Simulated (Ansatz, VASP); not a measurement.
Two plane-wave programs on CsSnI3

Contents of POSCAR:

```
CsSnI3
1.0
    6.2243573057      0.0000000000      0.0000000000
    0.0000000000      6.2243573057      0.0000000000
    0.0000000000      0.0000000000      6.2243573057
Cs Sn I
1 1 3
Direct
    0.0000000000      0.0000000000      0.0000000000
    0.5000000000      0.5000000000      0.5000000000
    0.0000000000      0.5000000000      0.5000000000
    0.5000000000      0.0000000000      0.5000000000
    0.5000000000      0.5000000000      0.0000000000
```

Contents of INCAR.step1:

```
ALGO = Normal
EDIFF = 1E-4
ENCUT = 520
GGA = PE
ISMEAR = 0
LASPH = True
LCHARG = False
LREAL = False
LWAVE = True
NBANDS = 30
NELM = 100
PREC = Accurate
SIGMA = 0.02
```

The input INCAR.step2:

```
ALGO = Normal
EDIFF = 1E-6
ENCUT = 520
ISIF = 2
ISMEAR = 0
ISTART = 1
LASPH = True
LCHARG = False
LMIXTAU = True
LREAL = False
LWAVE = False
METAGGA = R2SCAN
NBANDS = 30
NELM = 100
PREC = Accurate
SIGMA = 0.02
```

Contents of KPOINTS:

```
k-points
0
Gamma
  6 6 6
```

Input for Ansatz:

```yaml
crystal:
  lattice:
    - [6.2243573057, 0.0, 0.0]
    - [0.0, 6.2243573057, 0.0]
    - [0.0, 0.0, 6.2243573057]
  atoms:
    - { symbol: Cs, position: [0.0, 0.0, 0.0] }
    - { symbol: Sn, position: [0.5, 0.5, 0.5] }
    - { symbol: I, position: [0.0, 0.5, 0.5] }
    - { symbol: I, position: [0.5, 0.0, 0.5] }
    - { symbol: I, position: [0.5, 0.5, 0.0] }
basis:
  ecutwfc: 500
kpoints:
  mp_grid: { grid: [6, 6, 6] }
  band_path:
    path:
      - [[0.0, 0.0, 0.0], [0.0, 0.5, 0.0], [0.5, 0.5, 0.0], [0.0, 0.0, 0.0], [0.5, 0.5, 0.5], [0.0, 0.5, 0.0]]
      - [[0.5, 0.5, 0.5], [0.5, 0.5, 0.0]]
    npoints: 14
hamiltonian:
  xc: r2scan
scf:
  occupations: { method: gaussian, width: 0.02 }
  n_extra_bands: 12
output:
  forces: true
  stress: true
  eigenvalues: true
  populations: true
  dos: { projected: true, de: 0.02, nscf_kmesh: { grid: [9, 9, 9] } }
  bader: true
  write_density: true
  write_potential: true
  elf: true
  volumetric_format: npy
```

Alike in both runs: task single point; functional r2SCAN; k mesh 6 × 6 × 6; occupations gaussian, width 0.02 eV; no spin polarisation.

|  | VASP | Ansatz |
| --- | --- | --- |
| version | VASP 6.6.1 | Ansatz 0.2.0 |
| potentials or method | VASP PAW PBE potentials, release 64 (Cs_sv, Sn_d, I) | scalar-relativistic, plane waves, PAW |
| plane-wave cutoff (eV) | 520 | 500 |
| valence electrons in the cell | 44 | 74 |

```tsv
	VASP	Ansatz	Ansatz less VASP
gap on the k mesh at the Fermi level (eV)	0.46	0.46	+0.001
least direct gap on the mesh (eV)	0.46	0.46	+0.001
pressure (GPa)	0.0	0.0	+0.01
```

The two sets of potentials don't hold the same shells in valence.

Caveats: the PAW data sets were made with another functional, which shifts forces and pressure a little (VASP); spin-orbit coupling is left out, which moves the levels of the heavy elements.
